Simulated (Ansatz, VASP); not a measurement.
Sn in VASP and in Ansatz

```
Sn
1.0
     0.00000    3.28446    3.28446
     3.28446    0.00000    3.28446
     3.28446    3.28446    0.00000
Sn
2
Cartesian
  0.0000 0.0000 0.0000
  1.6422 1.6422 1.6422
```

The cell was built by a generator and needn't be a form met in nature.

Alike in both runs: task single point; functional PBE; k mesh 6 × 6 × 6; occupations fermi-dirac, width 0.02 eV; no spin polarisation.

```csv
,VASP,Ansatz
version,VASP 6.6.1,Ansatz 0.2.0
potentials or method,"VASP PAW PBE potentials, release 64 (Sn_d)","plane waves, PAW"
plane-wave cutoff (eV),520,420
valence electrons in the cell,28,28
```

VASP gave:

| Item | Value |
| --- | --- |
| pressure (GPa) | 1.5 |

Task: What did Ansatz give for the same quantities?

Result: Pressure (GPa): 1.6.

The functional is the same, so the differences come from potentials, cutoffs and numerics.
